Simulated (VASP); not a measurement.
# BN (Qingsongite) (F-43m) in VASP: further runs

The runs below take BN (Qingsongite) through relaxation of the atoms, relaxation of cell and atoms, with r2SCAN, PBE.

All numbers are computed with VASP 6.6.1; they aren't measurements. Logs are shortened: lines on timing, memory, paths and dates and some standing lists are left out, and cuts for length are marked.

## 1. The crystal as given

The structure is cubic, space group F-43m (No. 216). The conventional cell has a = 3.615 Å, b = 3.615 Å, c = 3.615 Å, α = 90.00°, β = 90.00°, γ = 90.00°. B (site symmetry -43m) has 4 N at 1.57 Å as nearest neighbours. Around N (site symmetry -43m) lie 4 B at 1.57 Å.

## 2. Relaxation of the atoms, r2SCAN (a relaxed cell with its volume scaled by 1.02)

File INCAR:

```
  PREC = Accurate
  ENCUT = 600
  EDIFF = 1E-7
  ISMEAR = 0
  SIGMA = 0.03
  LREAL = False
  LASPH = True
  NELM = 80
  ALGO = Normal
  ISIF = 2
  LWAVE = False
  LCHARG = False
  METAGGA = R2SCAN
  LMIXTAU = True
  IBRION = 2
  NSW = 40
  EDIFFG = -0.01
```

File KPOINTS:

```
regular mesh
0
Gamma
  14 14 14
```

File POSCAR:

```
BN                                      
1.0
    0.0000000000      1.8186050526      1.8186050526
    1.8186050526      0.0000000000      1.8186050526
    1.8186050526      1.8186050526      0.0000000000
  B               N             
     1     1
Direct
     0.0000000000000000    0.0000000000000000    0.0000000000000000
     0.2500000000000000    0.2500000000000000    0.2500000000000000
```

Potentials or basis: VASP PAW PBE potentials, release 64 (B, N).

Started as:

```sh
$ cat potpaw_PBE.64/B/POTCAR potpaw_PBE.64/N/POTCAR > POTCAR
$ mpirun -np 1 vasp_std > vasp.out
```

OUTCAR:

```text
PREC = Accurate
   ENCUT = 600
   EDIFF = 1E-7
   ISMEAR = 0
   LREAL = False
   LASPH = True
   NELM = 80
   ISIF = 2
   METAGGA = R2SCAN
   IBRION = 2
   NSW = 40
   EDIFFG = -0.01

 ion  position               nearest neighbor table
   1  0.000  0.000  0.000-   2 1.57   2 1.57   2 1.57   2 1.57
   2  0.250  0.250  0.250-   1 1.57   1 1.57   1 1.57   1 1.57

  LATTYP: Found a face centered cubic cell.
 ALAT       =     3.6372101052

  Lattice vectors:

 A1 = (   0.0000000000,   1.8186050526,   1.8186050526)
 A2 = (   1.8186050526,   0.0000000000,   1.8186050526)
 A3 = (   1.8186050526,   1.8186050526,   0.0000000000)

Analysis of symmetry for initial positions (statically):
=====================================================================
 Subroutine PRICEL returns:
 Original cell was already a primitive cell.

 Routine SETGRP: Setting up the symmetry group for a
 face centered cubic supercell.

 Subroutine GETGRP returns: Found 24 space group operations
 (whereof 24 operations were pure point group operations)
 out of a pool of 48 trial point group operations.

The static configuration has the point symmetry T_d .

Analysis of symmetry for dynamics (positions and initial velocities):
=====================================================================
 Subroutine PRICEL returns:
 Original cell was already a primitive cell.

 Routine SETGRP: Setting up the symmetry group for a
 face centered cubic supercell.

 Subroutine GETGRP returns: Found 24 space group operations
 (whereof 24 operations were pure point group operations)
 out of a pool of 48 trial point group operations.

The dynamic configuration has the point symmetry T_d .

 Subroutine INISYM returns: Found 24 space group operations
 (whereof 24 operations are pure point group operations),
 and found     1 'primitive' translations

----------------------------------------------------------------------------------------

                                     Primitive cell

  volume of cell :      12.0294

  direct lattice vectors                    reciprocal lattice vectors
     0.000000000  1.818605053  1.818605053    -0.274936001  0.274936001  0.274936001
     1.818605053  0.000000000  1.818605053     0.274936001 -0.274936001  0.274936001
     1.818605053  1.818605053  0.000000000     0.274936001  0.274936001 -0.274936001

  length of vectors
     2.571895930  2.571895930  2.571895930     0.476203122  0.476203122  0.476203122

  position of ions in fractional coordinates (direct lattice)
     0.000000000  0.000000000  0.000000000
     0.250000000  0.250000000  0.250000000

  ion indices of the primitive-cell ions
   primitive index   ion index
                 1           1
                 2           2

----------------------------------------------------------------------------------------

 KPOINTS: regular mesh

Automatic generation of k-mesh.
 Grid dimensions read from file:
 generate k-points for:   14   14   14

 Generating k-lattice:

  Cartesian coordinates                     Fractional coordinates (reciprocal lattice)
    -0.019638286  0.019638286  0.019638286     0.071428571  0.000000000  0.000000000
     0.019638286 -0.019638286  0.019638286     0.000000000  0.071428571  0.000000000
     0.019638286  0.019638286 -0.019638286     0.000000000  0.000000000  0.071428571

  Length of vectors
     0.034014509  0.034014509  0.034014509

  Shift w.r.t. Gamma in fractional coordinates (k-lattice)
     0.000000000  0.000000000  0.000000000

 Subroutine IBZKPT returns following result:
 ===========================================

 Found    104 irreducible k-points:

 Following reciprocal coordinates:
            Coordinates               Weight
  0.000000  0.000000  0.000000      1.000000
  0.071429  0.000000  0.000000      8.000000
  0.142857  0.000000  0.000000      8.000000
  0.214286  0.000000  0.000000      8.000000
  0.285714  0.000000  0.000000      8.000000
  0.357143  0.000000  0.000000      8.000000
[... 16 lines left out ...]
  0.214286  0.142857  0.000000     24.000000
  0.285714  0.142857  0.000000     24.000000
 [... further k-points ...]
   k-points           NKPTS =    104   k-points in BZ     NKDIM =    104   number of bands    NBANDS=      8
   number of dos      NEDOS =    301   number of ions     NIONS =      2
   total plane-waves  NPLWV =  13824
   dimension x,y,z NGX =    24 NGY =   24 NGZ =   24
   dimension x,y,z NGXF=    48 NGYF=   48 NGZF=   48
   ions per type =               1   1
   NGX,Y,Z   is equivalent  to a cutoff of  15.51, 15.51, 15.51 a.u.
   NGXF,Y,Z  is equivalent  to a cutoff of  31.03, 31.03, 31.03 a.u.
 SYSTEM =  unknown system
   PREC   = accura    normal or accurate (medium, high low for compatibility)
   ISTART =      0    job   : 0-new  1-cont  2-samecut
   ICHARG =      2    charge: 1-file 2-atom 10-const
   ISPIN  =      1    spin polarized calculation?
   LNONCOLLINEAR =      F non collinear calculations
   LSORBIT =      F    spin-orbit coupling
   LASPH  =      T    aspherical Exc in radial PAW
   ENCUT  =  600.0 eV  44.10 Ry    6.64 a.u.   5.14  5.14  5.14*2*pi/ulx,y,z
   NELM   =     80;   NELMIN=  2; NELMDL= -5     # of ELM steps
   EDIFF  = 0.1E-06   stopping-criterion for ELM
   LREAL  =      F    real-space projection
   EDIFFG = -.1E-01   stopping-criterion for IOM
   NSW    =     40    number of steps for IOM
   IBRION =      2    ionic relax: 0-MD 1-quasi-New 2-CG
   NFREE  =      1    steps in history (QN), initial steepest desc. (CG)
   ISIF   =      2    stress and relaxation
   ISYM   =      2    0-nonsym 1-usesym 2-fastsym
   POTIM  = 0.5000    time-step for ionic-motion
   TEBEG  =    0.0;   TEEND  =   0.0 temperature during run
   PSTRESS=    0.0 pullay stress
   NELECT =       8.0000    total number of electrons
   NUPDOWN=      -1.0000    fix difference up-down
   EMIN   =  10.00;   EMAX   =-10.00  energy-range for DOS
   EFERMI =   0.00;   METHOD = LEGACY
   ISMEAR =     0;   SIGMA  =   0.03  broadening in eV -4-tet -1-fermi 0-gaus
   EFERMI_NEDOS =   21; number of points for ismear=-14 and -15
   IALGO  =     38    algorithm
   IMIX   =      4    mixing-type and parameters
     AMIX     =   0.40;   BMIX     =  1.00
     AMIX_MAG =   1.60;   BMIX_MAG =  1.00
  volume/ion in A,a.u.               =       6.01        40.59
  Fermi-wavevector in a.u.,A,eV,Ry     =   1.428970  2.700362 27.782487  2.041955
  Thomas-Fermi vector in A             =   2.548974
   LORBIT       =      0    0 simple, 1 ext, 2 COOP (PROOUT), +10 PAW based schemes
   METAGGA = R2SCAN    functional components
   LHFCALC =     F    Hartree Fock is set to
   AEXX    =    0.0000 exact exchange contribution
   IVDW    =     0    specifies the selected vdW correction
   LEPSILON=     F    determine dielectric tensor
   LRPA    =     F    only Hartree local field effects (RPA)
 conjugate gradient relaxation of ions
 non-spin polarized calculation
 Gauss-broadening in eV      SIGMA  =   0.03
  energy-cutoff  :      600.00
  volume of cell :       12.03
 maximum number of plane-waves:       411
 NGX is ok and might be reduce to    24
   NGX = 11   NGY = 11   NGZ = 11

 number of electron       8.0000000 magnetization

 Free energy of the ion-electron system (eV)
  ---------------------------------------------------
  ext. energy  EPLUGINS =         0.00000000
  ---------------------------------------------------
  free energy    TOTEN  =       -19.16952935 eV

  energy without entropy =      -19.16952935  energy(sigma->0) =      -19.16952935

 E-fermi :   7.1525     XC(G=0): -13.5490

 val. band max:        7.0172609425   @ k =   0.0000   0.0000   0.0000
 cond. band min:      11.9710853196   @ k =   0.5000   0.5000   0.0000
 fundamental gap:      4.9538243771
 Fermi energy:         7.1525177043

 k-point     1 :       0.0000    0.0000    0.0000
  band No.  band energies     occupation
      1     -14.0621      2.00000
      2       7.0173      2.00000
      3       7.0173      2.00000
      4       7.0173      2.00000
      5      16.4534      0.00000
      6      16.4534      0.00000
      7      16.4534      0.00000
      8      17.7660      0.00000

 k-point     2 :       0.0714    0.0000    0.0000
  band No.  band energies     occupation
      1     -13.9353      2.00000
      2       6.3102      2.00000
      3       6.8813      2.00000
      4       6.8813      2.00000
      5      16.6050      0.00000
      6      16.6640      0.00000
      7      16.6640      0.00000
      8      18.2195      0.00000

 k-point     3 :       0.1429    0.0000    0.0000
  band No.  band energies     occupation
      1     -13.5590      2.00000
      2       4.5949      2.00000
      3       6.5318      2.00000
      4       6.5318      2.00000
      5      16.8328      0.00000
      6      17.1888      0.00000
      7      17.1888      0.00000
      8      19.3811      0.00000

 k-point     4 :       0.2143    0.0000    0.0000
  band No.  band energies     occupation
      1     -12.9462      2.00000
      2       2.4695      2.00000
      3       6.0907      2.00000
      4       6.0907      2.00000
      5      17.0478      0.00000
      6      17.7783      0.00000
      7      17.7783      0.00000
      8      20.7033      0.00000

 k-point     5 :       0.2857    0.0000    0.0000
  band No.  band energies     occupation
      1     -12.1277      2.00000
      2       0.2934      2.00000
      3       5.6659      2.00000
      4       5.6659      2.00000
      5      17.2490      0.00000
      6      18.1960      0.00000
      7      18.1960      0.00000
      8      21.8235      0.00000

 k-point     6 :       0.3571    0.0000    0.0000
  band No.  band energies     occupation
      1     -11.1752      2.00000
      2      -1.7029      2.00000
      3       5.3267      2.00000
      4       5.3267      2.00000
      5      17.4133      0.00000
      6      18.3692      0.00000
      7      18.3692      0.00000
      8      22.6156      0.00000

 k-point     7 :       0.4286    0.0000    0.0000
  band No.  band energies     occupation
      1     -10.2745      2.00000
      2      -3.2546      2.00000
      3       5.1113      2.00000
      4       5.1113      2.00000
      5      17.5191      0.00000
      6      18.3905      0.00000
      7      18.3905      0.00000
      8      23.0710      0.00000
[... 133 lines left out ...]
 k-point    20 :      -0.1429    0.0714    0.0000
  band No.  band energies     occupation
      1     -13.2700      2.00000
      2       3.8481      2.00000
      3       5.5700      2.00000
      4       6.6276      2.00000
      5      17.0975      0.00000
      6      17.1703      0.00000
      7      17.8882      0.00000
      8      19.9589      0.00000

 k-point    21 :      -0.0714    0.0714    0.0000
  band No.  band energies     occupation
      1     -13.7254      2.00000
      2       5.5440      2.00000
      3       6.1967      2.00000
      4       6.8877      2.00000
      5      16.7363      0.00000
      6      16.7372      0.00000
      7      17.3000      0.00000
      8      18.8617      0.00000

 k-point    22 :       0.1429    0.1429    0.0000
  band No.  band energies     occupation
      1     -13.3920      2.00000
      2       5.3399      2.00000
      3       5.6193      2.00000
      4       5.6194      2.00000
      5      15.5900      0.00000
      6      18.4431      0.00000
      7      18.4431      0.00000
      8      19.2048      0.00000

 k-point    23 :       0.2143    0.1429    0.0000
  band No.  band energies     occupation
      1     -12.9417      2.00000
      2       3.7729      2.00000
      3       5.0796      2.00000
      4       5.4613      2.00000
      5      15.5182      0.00000
      6      18.9495      0.00000
      7      19.2711      0.00000
      8      19.9022      0.00000

 k-point    24 :       0.2857    0.1429    0.0000
  band No.  band energies     occupation
      1     -12.2681      2.00000
      2       1.8124      2.00000
      3       4.6333      2.00000
      4       5.1020      2.00000
      5      15.8393      0.00000
      6      19.2670      0.00000
      7      19.9017      0.00000
      8      20.5177      0.00000

 [... further k-points ...]

------------------------ aborting loop because EDIFF is reached ----------------------------------------

  FORCE on cell =-STRESS in cart. coord.  units (eV):
  Direction    XX          YY          ZZ          XY          YZ          ZX
  --------------------------------------------------------------------------------------
  -------------------------------------------------------------------------------------
  Total       -0.5594930     -0.5594930     -0.5594930     -0.0000000     -0.0000000      0.0000000
  in kB      -74.5178081    -74.5178081    -74.5178081     -0.0000000     -0.0000000      0.0000000
  external PRESSURE =     -74.5178081 kB  Pullay stress =       0.0000000 kB

 VOLUME and BASIS-vectors are now :
 -----------------------------------------------------------------------------
  energy-cutoff  :      600.00
  volume of cell :       12.03
      direct lattice vectors                 reciprocal lattice vectors
     0.000000000  1.818605053  1.818605053    -0.274936001  0.274936001  0.274936001
     1.818605053  0.000000000  1.818605053     0.274936001 -0.274936001  0.274936001
     1.818605053  1.818605053  0.000000000     0.274936001  0.274936001 -0.274936001

 POSITION                                       TOTAL-FORCE (eV/Angst)
 -----------------------------------------------------------------------------------
      0.00000      0.00000      0.00000        -0.000000      0.000000     -0.000000
      0.90930      0.90930      0.90930         0.000000     -0.000000      0.000000
 -----------------------------------------------------------------------------------
    total drift:                                0.000000      0.000000      0.000000

  FREE ENERGIE OF THE ION-ELECTRON SYSTEM (eV)
  ---------------------------------------------------
  free  energy   TOTEN  =       -19.1695293536 eV

  energy  without entropy=      -19.1695293536  energy(sigma->0) =      -19.16952935

 reached required accuracy - stopping structural energy minimisation
```

It took 56 s on 1 thread of AMD EPYC 9R45 (Zen 5), shared host; peak memory 0.11 GiB.

Results:

- Free energy: -19.1695 eV
- Pressure after relaxing: -7.5 GPa
- Band gap on the k mesh: 4.95 eV, indirect (least direct gap 9.44 eV)

Final structure:
```xyz
2
Lattice="0.0000 1.8186 1.8186 1.8186 0.0000 1.8186 1.8186 1.8186 0.0000" Properties=species:S:1:pos:R:3 pbc="T T T"
B     0.0000    0.0000    0.0000
N     0.9093    0.9093    0.9093
```

Caveat: the relaxation stopped at its first step, so nothing moved; the PAW data sets were made with another functional, which shifts forces and pressure a little.

[end of part 1 of 2]
